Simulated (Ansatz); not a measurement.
Crystal: CoO.

```
Co O
1.0
     1.50547    0.86918    2.43993
    -1.50547    0.86918    2.43993
     0.00000   -1.73837    2.43993
Co O
1 1
Direct
  0.00000 0.00000 0.00000
  0.50000 0.50000 0.50000
```

The cell is a database's computed one.

```yaml
Program: Ansatz 0.2.0
Task: relaxation of cell and atoms
Functional: RPBE
Dispersion: D4
Potentials_or_basis: Ansatz PAW
Cutoff: "420 eV (not typed: the program's choice for these potentials)"
k_mesh: 11 × 11 × 11
Occupations: fermi-dirac, width 0.05 eV
Spin: collinear spin, ferromagnetic start
Starting_moments: "[2.0, 0.0] μB"
```

At the start: volume 9.58 Å³/atom.

Question: How do energy, volume and symmetry change on relaxing?

Answer: It ends after 9 steps and the volume is 9.47 Å³/atom (-1.2 %); space group R-3m (No. 166, to 0.05 Å); moment 2.90 μB per cell.

Step by step:
| step | energy change (eV) | largest force (eV/Å) | volume (Å³) |
| --- | --- | --- | --- |
| 1 | 0.0000 | 0.0000 | 19.16 |
| 2 | -0.0005 | 0.0000 | 19.11 |
| 3 | -0.0032 | 0.0000 | 18.87 |
| 4 | -0.0052 | 0.0000 | 18.80 |
| 5 | -0.0078 | 0.0000 | 18.95 |
| 6 | -0.0078 | 0.0000 | 18.94 |
| 7 | -0.0085 | 0.0000 | 18.94 |
| 8 | -0.0088 | 0.0000 | 18.93 |
| 9 | -0.0087 | 0.0000 | 18.93 |

Final structure:
```
CELL_PARAMETERS angstrom
1.54435 0.89163 2.29124
-1.54435 0.89163 2.29124
0.00000 -1.78326 2.29124
ATOMIC_POSITIONS crystal
Co 0.00000 0.00000 0.00000
O 0.50000 0.50000 0.50000
```

Caveat: the plane-wave basis is chosen anew once the cell has moved, so the energies of steps on either side of that aren't comparable; the pressure holds a Pulay correction of +0.7 GPa for the finite cutoff; a cell with one magnetic atom can't hold antiferromagnetic order, which such compounds often take; pairwise dispersion overbinds metals, which lowers pressure and volume; the PAW data sets come from PBE, with cores solved anew for the run's functional, which leaves a small shift of forces and pressure.
